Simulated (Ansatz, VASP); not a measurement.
**Ag: VASP beside Ansatz**

```
CELL_PARAMETERS angstrom
-1.62254 1.62254 1.65565
1.62254 -1.62254 1.65565
1.62254 1.62254 -1.65565
ATOMIC_POSITIONS crystal
Ag 0.00000 0.00000 0.00000
```

Change from the starting cell: strain = -0.02.

Alike in both runs: task single point; functional PBE; k mesh 11 × 11 × 11; occupations fermi-dirac, width 0.05 eV; no spin polarisation.

```csv
,VASP,Ansatz
version,VASP 6.6.1,Ansatz 0.2.0
potentials or method,"VASP PAW PBE potentials, release 64 (Ag)",Ansatz PAW
plane-wave cutoff (eV),520,420
valence electrons in the cell,11,19
```

|  | VASP | Ansatz | Ansatz less VASP |
| --- | --- | --- | --- |
| gap on the k mesh at the Fermi level (eV) | none | none | - |
| pressure (GPa) | 2.9 | 3.0 | +0.15 |
| largest component of the traceless stress (GPa) | 0.37 | 0.39 | +0.017 |

A gap of «none» marks a metal or a gap that the smearing closes. The two sets of potentials don't hold the same shells in valence.
